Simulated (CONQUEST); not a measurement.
GaN:

```
CELL_PARAMETERS angstrom
3.18000 0.00000 0.00000
0.00000 5.16600 0.00000
0.00000 0.00000 5.50792
ATOMIC_POSITIONS crystal
Ga 0.00000 0.50000 0.33333
Ga 0.50000 0.50000 0.83333
Ga 0.00000 0.00000 0.66667
Ga 0.50000 0.00000 0.16667
N 0.00000 0.87500 0.33333
N 0.50000 0.87500 0.83333
N 0.00000 0.37500 0.66667
N 0.50000 0.37500 0.16667
```

Base run:

- Program: CONQUEST 1.3
- Functional: PBE
- Potentials or basis: PseudoDojo NC PBE, SZ, grid cutoff 150 Ha
- k mesh: 5 × 4 × 3
- Occupations: fermi-dirac, width 0.05 eV
- Spin: no spin polarisation

Its results: band gap on the k mesh 2.06 eV; pressure 18.1 GPa.

Task: The run is repeated on the same cell with these changes: potentials or basis from PseudoDojo NC PBE, SZ, grid cutoff 150 Ha to PseudoDojo NC PBE, DZP, grid cutoff 150 Ha. What comes out?

Result: Band gap on the k mesh 2.09 eV; pressure 11.1 GPa.

Caveats: the basis of atomic orbitals isn't converged, which shifts pressures, moduli and gaps; the atomic basis is small (some runs); the box holds several primitive cells, so bands are folded and the points are those of the box's own zone (some runs); so large a pressure means that the cell lies far from this level's equilibrium, or that cutoff or potentials fall short (some runs); the real-space grid is too coarse here: the forces don't sum to zero and aren't listed, and the energy moves when atoms move against the grid (some runs); an odd mesh through Γ misses points on the zone boundary, where band edges often lie (some runs).
